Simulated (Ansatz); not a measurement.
# Structures of TiO2: which is lowest?

Plane-wave DFT in Ansatz with scalar-relativistic PAW potentials, cutoff 500 eV, Γ-centred meshes chosen by cell and gap, Gaussian smearing with energies taken to zero width. Every cell was relaxed (cell and atoms) in a run of its own, within the symmetry of its start. Functional: r2SCAN.

Relaxed structures (starts from databases or built by putting these elements on another compound's sites):
A. P4_2/nmc, 6 atoms in the computed cell, a = 3.367 Å, c = 5.202 Å; sites (symmetry × multiplicity) Ti -4m2 × 2, O 2mm. × 4; start: built
B. C2/m, 12 atoms in the computed cell, a = 12.188 Å, b = 3.733 Å, c = 6.560 Å, β = 107.0°; sites (symmetry × multiplicity) Ti m × 4 + m × 4, O m × 4 + m × 4 + m × 4 + m × 4; start: database
C. P4_2/mnm, 6 atoms in the computed cell, a = 4.596 Å, c = 2.954 Å; sites (symmetry × multiplicity) Ti m.mm × 2, O m.2m × 4; start: database
D. C2/m, 9 atoms in the computed cell, a = 14.164 Å, b = 2.963 Å, c = 4.702 Å, β = 91.5°; sites (symmetry × multiplicity) Ti 2/m × 2 + m × 4, O m × 4 + m × 4 + m × 4; start: database
E. I4_1/amd, 6 atoms in the computed cell, a = 3.778 Å, c = 9.583 Å; sites (symmetry × multiplicity) Ti -4m2 × 4, O 2mm. × 8; start: database
F. Pbcn, 12 atoms in the computed cell, a = 4.544 Å, b = 5.514 Å, c = 4.895 Å; sites (symmetry × multiplicity) Ti .2. × 4, O 1 × 8; start: database
G. I4/m, 12 atoms in the computed cell, a = 8.698 Å, c = 3.762 Å; sites (symmetry × multiplicity) Ti m.. × 8, O m.. × 8 + m.. × 8; start: database

Question: Rank them by energy. Could pressure change the order?

Answer:
```csv
structure,group,E − E(lowest) (meV/atom),V (Å³/atom),gap on mesh (eV)
E,I4_1/amd,0.0,11.40,2.57
B,C2/m,1.6,11.89,3.21
F,Pbcn,7.6,10.22,3.04
C,P4_2/mnm,14.2,10.40,2.22
G,I4/m,44,11.86,2.09
D,C2/m,48,10.96,2.64
A,P4_2/nmc,121,9.83,2.94
```

E and B are level within the 2 meV/atom that separate runs leave open. F is denser by 1.18 Å³/atom, so pressure favours it: ΔE/ΔV, with ΔE in eV and 1 eV/Å³ = 160.2 GPa, gives about 1.0 GPa for equal enthalpy if both cells were rigid, a rough figure since the two compress differently. Other structures may lie lower than all of these, and vibrations aren't counted.